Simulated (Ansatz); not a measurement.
# KCl (Pm-3m): an equation of state far from equilibrium

The task here is to estimate one member of a computed series from the others.

Program: Ansatz 0.2.0. Level of theory: DFT r²SCAN, scalar-relativistic, plane waves, PAW. These are calculated values, not measurements.

## The structure to begin with

Symmetry: Pm-3m, No. 221, cubic system. The conventional cell has a = 3.770 Å, b = 3.770 Å, c = 3.770 Å, α = 90.00°, β = 90.00°, γ = 90.00°. K (site symmetry m-3m) is surrounded by 8 Cl at 3.26 Å. Cl (site symmetry m-3m) is surrounded by 8 K at 3.26 Å.

Structure file:

```
CELL_PARAMETERS angstrom
3.77004 0.00000 0.00000
0.00000 3.77004 0.00000
0.00000 0.00000 3.77004
ATOMIC_POSITIONS crystal
K 0.00000 0.00000 0.00000
Cl 0.50000 0.50000 0.50000
```

This cell comes from an earlier session at r²SCAN: 26.792 Å³/atom at 0.02 GPa, on a 6×6×6 mesh.

The first run:

The input, input.yaml:

```yaml
crystal:
  lattice:
    - [3.7190882623, 0.0, 0.0]
    - [0.0, 3.7190882623, 0.0]
    - [0.0, 0.0, 3.7190882623]
  atoms:
    - { symbol: K, position: [0.0, 0.0, 0.0] }
    - { symbol: Cl, position: [0.5, 0.5, 0.5] }
basis:
  ecutwfc: 500
  ecutrho_ratio: 4
kpoints:
  mp_grid: { grid: [6, 6, 6] }
hamiltonian:
  xc: r2scan
scf:
  occupations: { method: gaussian, width: 0.05 }
output:
  forces: true
  stress: true
  eigenvalues: true
```

Started as:

```
ansatz run input.yaml --threads 1 --pin off --max-ram 2560MiB --backend cpu --events-out ev --progress --plain --runs-dir out
```

Among the steps run: Volume × 0.96; Volume × 1.04; Volume × 0.92; Volume × 0.88; Volume × 0.84; Volume × 0.8.

One table of the session follows, with a row left open; its other results are not shown here.

It belongs to the step «The curve». 

```
volume (Å³/atom)  energy above the lowest (meV/atom)  pressure (GPa)  gap on the mesh (eV)
          21.434                               119.1             8.8                  6.68
          22.505                                69.4             6.1                  6.79
          23.577                                   ?               ?                     ?
          24.649                                14.6             2.4                  6.24
          25.721                                 3.4             1.0                  6.01
          26.792                                 0.0             0.0                  5.81
          27.864                                 2.7            -0.8                  5.62
```

Q: Estimate the row for volume (Å³/atom) = 23.577 from the others.

Worked estimate for «energy above the lowest (meV/atom)». A straight line through the neighbours (22.505, 69.4) and (24.649, 14.6) gives 69.4 + (14.6 − 69.4) × (23.577 − 22.505) / (24.649 − 22.505) = 42.0; a parabola fitted to 4 rows on both sides gives 35.6.

The run gave: energy above the lowest (meV/atom): 35.7; pressure (GPa): 4.0; gap on the mesh (eV): 6.50. In «energy above the lowest (meV/atom)» the line misses by +6.3 and the parabola by -0.1.

Limits of these values: Other structures may be lower in enthalpy at these pressures.
